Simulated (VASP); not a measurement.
# Cs2SnI6 (Fm-3m) in VASP: band structure with PBE

Aim: the band structure of Cs2SnI6 with PBE.

All numbers are computed with VASP 6.6.1; they aren't measurements. Logs are shortened: lines on timing, memory, paths and dates and some standing lists are left out, and cuts for length are marked.

**What was measured.**

“Changes in charge density vs changes in formal oxidation states: The case of Sn halide perovskites and their ordered vacancy analogues”, 2017, arxiv:1705.01565 reports, for a powder of Cs2SnI6: band gap 1.3 eV (optical).

How close the calculation comes is told below.

**1. Starting point**

It takes space group Fm-3m (No. 225, cubic). The conventional cell has a = 12.043 Å, b = 12.043 Å, c = 12.043 Å, α = 90.00°, β = 90.00°, γ = 90.00°. Around Cs (site symmetry -43m) lie 12 I at 4.26 Å. Sn (site symmetry m-3m) has 6 I at 2.91 Å as nearest neighbours. Around I (site symmetry 4mm) lie 1 Sn at 2.91 Å.

**2. Band structure, PBE**

INCAR

```
SYSTEM = Cs2SnI6
PREC = Accurate
ENCUT = 520
EDIFF = 1E-6
ISMEAR = 0
SIGMA = 0.03
LREAL = .FALSE.
LASPH = .TRUE.
NELM = 80
ALGO = Fast
ISIF = 2
LWAVE = .FALSE.
LCHARG = .FALSE.
GGA = PE
NBANDS = 47
ICORELEVEL = 1
KPAR = 2
```

KPOINTS

```
regular mesh
0
G
  6 6 6
  0 0 0
```

POSCAR

```
Cs2SnI6                                 
1.0
   -0.0000000000      6.0217069388      6.0217069388
    6.0217069388     -0.0000000000      6.0217069388
    6.0217069388      6.0217069388     -0.0000000000
  Cs              Sn              I             
     2     1     6
Direct
     0.2500000000000000    0.2500000000000000    0.2500000000000000
     0.7500000000000000    0.7500000000000000    0.7500000000000000
     0.0000000000000000    1.0000000000000000    0.0000000000000000
     0.7583005257365188    0.2416994742634811    0.2416994742634811
     0.2416994742634811    0.7583005257365188    0.2416994742634811
     0.2416994742634811    0.7583005257365188    0.7583005257365188
     0.7583005257365188    0.2416994742634811    0.7583005257365188
     0.2416994742634811    0.2416994742634811    0.7583005257365188
     0.7583005257365188    0.7583005257365188    0.2416994742634811
```

KPOINTS_OPT

```
explicit points
156
Reciprocal
 0.0000000000  0.0000000000  0.0000000000 1
 0.0357142857  0.0000000000  0.0357142857 1
 0.0714285714  0.0000000000  0.0714285714 1
 0.1071428571  0.0000000000  0.1071428571 1
 0.1428571429  0.0000000000  0.1428571429 1
 0.1785714286  0.0000000000  0.1785714286 1
[... 148 lines left out ...]
 0.5000000000  0.2500000000  0.7500000000 1
 0.5000000000  0.0000000000  0.5000000000 1
```

Potentials or basis: VASP PAW PBE potentials, release 64 (Cs_sv, Sn_d, I).

Launch:

```bash
$ cat potpaw_PBE.64/Cs_sv/POTCAR potpaw_PBE.64/Sn_d/POTCAR potpaw_PBE.64/I/POTCAR > POTCAR
$ mpirun -np 2 vasp_std > vasp.out
```

OUTCAR:

```text
SYSTEM = Cs2SnI6
   PREC = Accurate
   ENCUT = 520
   EDIFF = 1E-6
   ISMEAR = 0
   LREAL = .FALSE.
   LASPH = .TRUE.
   NELM = 80
   ISIF = 2
   GGA = PE

 ion  position               nearest neighbor table
   1  0.250  0.250  0.250-
   2  0.750  0.750  0.750-
   3  0.000  0.000  0.000-   4 2.91   5 2.91   6 2.91   7 2.91   8 2.91   9 2.91
   4  0.758  0.242  0.242-   3 2.91
   5  0.242  0.758  0.242-   3 2.91
   6  0.242  0.758  0.758-   3 2.91
   7  0.758  0.242  0.758-   3 2.91
   8  0.242  0.242  0.758-   3 2.91
   9  0.758  0.758  0.242-   3 2.91

  LATTYP: Found a face centered cubic cell.
 ALAT       =    12.0434138776

  Lattice vectors:

 A1 = (   0.0000000000,   6.0217069388,   6.0217069388)
 A2 = (   6.0217069388,   0.0000000000,   6.0217069388)
 A3 = (   6.0217069388,   6.0217069388,   0.0000000000)

Analysis of symmetry for initial positions (statically):
=====================================================================
 Subroutine PRICEL returns:
 Original cell was already a primitive cell.

 Routine SETGRP: Setting up the symmetry group for a
 face centered cubic supercell.

 Subroutine GETGRP returns: Found 48 space group operations
 (whereof 48 operations were pure point group operations)
 out of a pool of 48 trial point group operations.

The static configuration has the point symmetry O_h .

Analysis of symmetry for dynamics (positions and initial velocities):
=====================================================================
 Subroutine PRICEL returns:
 Original cell was already a primitive cell.

 Routine SETGRP: Setting up the symmetry group for a
 face centered cubic supercell.

 Subroutine GETGRP returns: Found 48 space group operations
 (whereof 48 operations were pure point group operations)
 out of a pool of 48 trial point group operations.

The dynamic configuration has the point symmetry O_h .

 Subroutine INISYM returns: Found 48 space group operations
 (whereof 48 operations are pure point group operations),
 and found     1 'primitive' translations

----------------------------------------------------------------------------------------

                                     Primitive cell

[... 126 lines left out ...]
 non-spin polarized calculation
 RMM-DIIS sequential band-by-band and
 Gauss-broadening in eV      SIGMA  =   0.03
  energy-cutoff  :      520.00
  volume of cell :      436.71
 maximum number of plane-waves:     11791
   NGX = 31   NGY = 31   NGZ = 31

 number of electron      74.0000011 magnetization

 Free energy of the ion-electron system (eV)
  ---------------------------------------------------
  ext. energy  EPLUGINS =         0.00000000
  ---------------------------------------------------
  free energy    TOTEN  =       -22.98283198 eV

  energy without entropy =      -22.98283198  energy(sigma->0) =      -22.98283198

 the core state eigenenergies are
   1-  1s -35782.9676  2s  -5606.3645  2p  -5027.7585  3s  -1159.7751  3p   -973.6760
       3d   -700.7762  4s   -212.9094  4p   -153.4312  4d    -66.9078
   2-  1s -35782.9676  2s  -5606.3645  2p  -5027.7585  3s  -1159.7751  3p   -973.6760
       3d   -700.7762  4s   -212.9094  4p   -153.4312  4d    -66.9078
   3-  1s -29001.6767  2s  -4373.0960  2p  -3924.7209  3s   -839.3424  3p   -692.8900
       3d   -467.5976  4s   -128.2782  4p    -84.0582
   4-  1s -32968.5315  2s  -5086.7180  2p  -4564.1361  3s  -1020.4143  3p   -851.1594
       3d   -597.8972  4s   -172.7389  4p   -119.7243  4d    -42.4898
   5-  1s -32968.5315  2s  -5086.7180  2p  -4564.1361  3s  -1020.4143  3p   -851.1594
       3d   -597.8972  4s   -172.7389  4p   -119.7243  4d    -42.4898
   6-  1s -32968.5315  2s  -5086.7180  2p  -4564.1361  3s  -1020.4143  3p   -851.1594
       3d   -597.8972  4s   -172.7389  4p   -119.7243  4d    -42.4898
   7-  1s -32968.5315  2s  -5086.7180  2p  -4564.1361  3s  -1020.4143  3p   -851.1594
       3d   -597.8972  4s   -172.7389  4p   -119.7243  4d    -42.4898
   8-  1s -32968.5315  2s  -5086.7180  2p  -4564.1361  3s  -1020.4143  3p   -851.1594
       3d   -597.8972  4s   -172.7389  4p   -119.7243  4d    -42.4898
   9-  1s -32968.5315  2s  -5086.7180  2p  -4564.1361  3s  -1020.4143  3p   -851.1594
       3d   -597.8972  4s   -172.7389  4p   -119.7243  4d    -42.4898

 E-fermi :   1.2322     XC(G=0):  -7.4868

 val. band max:        1.0936081441   @ k =   0.0000   0.0000   0.0000
 cond. band min:       1.3559346881   @ k =   0.0000   0.0000   0.0000
 fundamental gap:      0.2623265440
 Fermi energy:         1.2321648566

 k-point     1 :       0.0000    0.0000    0.0000
  band No.  band energies     occupation
      1     -20.2557      2.00000
      2     -20.2557      2.00000
      3     -20.2138      2.00000
      4     -20.2138      2.00000
      5     -20.2138      2.00000
      6     -19.4007      2.00000
[... 789 lines left out ...]
     46       7.2017      0.00000
     47       7.2756      0.00000

------------------------ aborting loop because EDIFF is reached ----------------------------------------

  FORCE on cell =-STRESS in cart. coord.  units (eV):
  Direction    XX          YY          ZZ          XY          YZ          ZX
  --------------------------------------------------------------------------------------
  -------------------------------------------------------------------------------------
  Total       -0.0029831     -0.0029831     -0.0029831     -0.0000000      0.0000000     -0.0000000
  in kB       -0.0109445     -0.0109445     -0.0109445     -0.0000000      0.0000000     -0.0000000
  external PRESSURE =      -0.0109445 kB  Pullay stress =       0.0000000 kB

 VOLUME and BASIS-vectors are now :
 -----------------------------------------------------------------------------
  energy-cutoff  :      520.00
  volume of cell :      436.71
      direct lattice vectors                 reciprocal lattice vectors
     0.000000000  6.021706939  6.021706939    -0.083032935  0.083032935  0.083032935
     6.021706939  0.000000000  6.021706939     0.083032935 -0.083032935  0.083032935
     6.021706939  6.021706939  0.000000000     0.083032935  0.083032935 -0.083032935

 POSITION                                       TOTAL-FORCE (eV/Angst)
 -----------------------------------------------------------------------------------
      3.01085      3.01085      3.01085        -0.000000      0.000000     -0.000000
      9.03256      9.03256      9.03256         0.000000      0.000000     -0.000000
      0.00000      0.00000      0.00000         0.000000      0.000000     -0.000000
      2.91089      6.02171      6.02171        -0.000001      0.000000     -0.000000
      6.02171      2.91089      6.02171        -0.000000     -0.000001     -0.000000
      9.13253      6.02171      6.02171         0.000001      0.000000     -0.000000
      6.02171      9.13253      6.02171         0.000000      0.000001     -0.000000
      6.02171      6.02171      2.91089        -0.000000      0.000000     -0.000001
      6.02171      6.02171      9.13253         0.000000      0.000000      0.000001
 -----------------------------------------------------------------------------------
    total drift:                                0.000000      0.000000      0.000000

  FREE ENERGIE OF THE ION-ELECTRON SYSTEM (eV)
  ---------------------------------------------------
  free  energy   TOTEN  =       -22.9828319838 eV

  energy  without entropy=      -22.9828319838  energy(sigma->0) =      -22.98283198
```

stdout:

```text
POSCAR found type information on POSCAR CsSnI
 POSCAR found :  3 types and       9 ions
 scaLAPACK will be used
 LDA part: xc-table for (Slater+PW92), standard interpolation
 POSCAR, INCAR and KPOINTS ok, starting setup
 FFT: planning ... GRIDC
 FFT: planning ... GRID_SOFT
 FFT: planning ... GRID
 WAVECAR not read
 entering main loop
 Start KPOINTS_OPT (optional k-point list driver)
k-point batch [1-16\156]
k-point batch [17-32\156]
k-point batch [33-48\156]
k-point batch [49-64\156]
k-point batch [65-80\156]
k-point batch [81-96\156]
k-point batch [97-112\156]
k-point batch [113-128\156]
k-point batch [129-144\156]
k-point batch [145-156\156]
```

It took 19 min on 2 MPI ranks of Intel Xeon Platinum 8488C (Sapphire Rapids), shared host; peak memory 0.75 GiB.

What came out:

| Property | Result |
| --- | --- |
| Free energy | -22.9828 eV |
| Pressure | 0.0 GPa |
| Band gap on the k mesh | 0.26 eV, direct |
| Band gap along the path | 0.26 eV, direct |

Levels at the corners of the path, in eV from the valence-band top:
```csv
point,band 34,band 35,band 36,band 37,band 38,band 39,band 40,band 41
Γ,-0.44,0.00,0.00,0.00,0.26,4.03,4.03,4.03
X,-0.61,-0.61,-0.60,-0.02,1.30,4.47,4.47,4.66
X,-0.61,-0.61,-0.60,-0.02,1.30,4.47,4.47,4.66
W,-0.65,-0.57,-0.30,-0.30,1.30,4.41,4.61,4.61
W,-0.65,-0.57,-0.30,-0.30,1.30,4.41,4.61,4.61
K,-0.62,-0.53,-0.52,-0.14,1.28,4.23,4.65,4.74
K,-0.62,-0.53,-0.52,-0.14,1.28,4.23,4.65,4.74
Γ,-0.44,0.00,0.00,0.00,0.26,4.03,4.03,4.03
Γ,-0.44,0.00,0.00,0.00,0.26,4.03,4.03,4.03
L,-0.42,-0.28,-0.25,-0.25,1.04,3.56,4.93,4.93
L,-0.42,-0.28,-0.25,-0.25,1.04,3.56,4.93,4.93
U,-0.62,-0.53,-0.52,-0.14,1.28,4.23,4.65,4.74
U,-0.62,-0.53,-0.52,-0.14,1.28,4.23,4.65,4.74
W,-0.65,-0.57,-0.30,-0.30,1.30,4.41,4.61,4.61
W,-0.65,-0.57,-0.30,-0.30,1.30,4.41,4.61,4.61
L,-0.42,-0.28,-0.25,-0.25,1.04,3.56,4.93,4.93
L,-0.42,-0.28,-0.25,-0.25,1.04,3.56,4.93,4.93
K,-0.62,-0.53,-0.52,-0.14,1.28,4.23,4.65,4.74
U,-0.62,-0.53,-0.52,-0.14,1.28,4.23,4.65,4.74
X,-0.61,-0.61,-0.60,-0.02,1.30,4.47,4.47,4.66
```

Core levels (eV, on the scale of the bands):
```tsv
atom	levels
1 Cs	1s -35783.0, 2s -5606.4, 2p -5027.8, 3s -1159.8, 3p -973.7, 3d -700.8, 4s -212.9, 4p -153.4, 4d -66.9
2 Cs	1s -35783.0, 2s -5606.4, 2p -5027.8, 3s -1159.8, 3p -973.7, 3d -700.8, 4s -212.9, 4p -153.4, 4d -66.9
3 Sn	1s -29001.7, 2s -4373.1, 2p -3924.7, 3s -839.3, 3p -692.9, 3d -467.6, 4s -128.3, 4p -84.1
4 I	1s -32968.5, 2s -5086.7, 2p -4564.1, 3s -1020.4, 3p -851.2, 3d -597.9, 4s -172.7, 4p -119.7, 4d -42.5
5 I	1s -32968.5, 2s -5086.7, 2p -4564.1, 3s -1020.4, 3p -851.2, 3d -597.9, 4s -172.7, 4p -119.7, 4d -42.5
6 I	1s -32968.5, 2s -5086.7, 2p -4564.1, 3s -1020.4, 3p -851.2, 3d -597.9, 4s -172.7, 4p -119.7, 4d -42.5
```

Caveat: spin-orbit coupling is left out, which moves the levels of the heavy elements.

**3. Against experiment**

Step 2. Against the measured gap of Cs2SnI6, 1.3 eV (optical; powder; “Changes in charge density vs changes in formal oxidation states: The case of Sn halide perovskites and their ordered vacancy analogues”, 2017, arxiv:1705.01565), the calculated 0.26 eV is off by -1.04 eV. So large a miss can be the level of theory's own, or it may mean another phase, state or a wrong row. Spin-orbit coupling on Cs, I, Sn is left out. The value is that of PBE, without temperature or zero-point motion. Semilocal functionals fall short of measured gaps as a rule.
